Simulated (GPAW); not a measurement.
Runs of GPAW 26.7.0 on WS2. The cell holds a slab with vacuum, 3 atoms: a = 3.184 Å, b = 3.184 Å, c = 16.951 Å, α = 90.00°, β = 90.00°, γ = 120.00°. 

```tsv
task	level	potentials or basis	spin	k mesh	cutoff (eV)	smearing	maxiter	convergence	band path	band points	spin axis theta (degrees)	gap on the mesh (eV)	largest force (eV/Å)
single point	r2SCAN	GPAW PAW data sets (gpaw-data 1.2.1), pw	off	8 × 8 × 2	450	fermi-dirac 0.05 eV	120	default	-	-	-	2.16	0.03
band structure	PBEsol	PAW data sets generated in the run's folder for this functional, pw	off	8 × 8 × 2	600	fermi-dirac 0.05 eV	150	-	GMKGALHA,LM,KH	80	-	(a)	0.12
band structure	PBEsol	PAW data sets generated in the run's folder for this functional, pw	SOC, no magnetisation	10 × 10 × 2	600	fermi-dirac 0.05 eV	150	-	GMKGALHA,LM,KH	80	90	-	0.12
single point	PBEsol	PAW data sets generated in the run's folder for this functional, pw	off	10 × 10 × 2	600	fermi-dirac 0.05 eV	150	-	-	-	-	1.98	0.12
band structure	PBEsol	PAW data sets generated in the run's folder for this functional, pw	off	10 × 10 × 2	600	fermi-dirac 0.05 eV	150	-	GMKGALHA,LM,KH	80	-	1.98	0.12
single point	LDA	the program's PAW data sets (release 1.2.1) made for this functional, pw	off	8 × 8 × 2	450	fermi-dirac 0.05 eV	120	default	-	-	-	2.04	0.45
dielectric tensor	LDA	the program's PAW data sets (release 1.2.1) made for this functional, pw	off	8 × 8 × 2	450	fermi-dirac 0.001 eV	150	-	-	-	-	2.04	-
```

Alike in all rows: cell as given.

Fill in the values left out.

(a) 2.05.

Caveats: spin-orbit coupling is left out, which moves the levels of the heavy elements (some runs); the cutoff is short for stress and forces, so pressures can be off by a GPa or more (some runs); the PAW data sets were made with another functional, which shifts forces and pressure a little (some runs); spin-orbit coupling was added after a scalar SCF, so levels and gaps hold it while energy, forces, pressure and moments don't (some runs); this program's spin-orbit splittings come out too wide for heavy elements (some runs); the long-wavelength limit can be off by several per cent where d states take part (some runs).

A k mesh can miss the band edges, and rows without SOC leave out spin-orbit coupling on W.
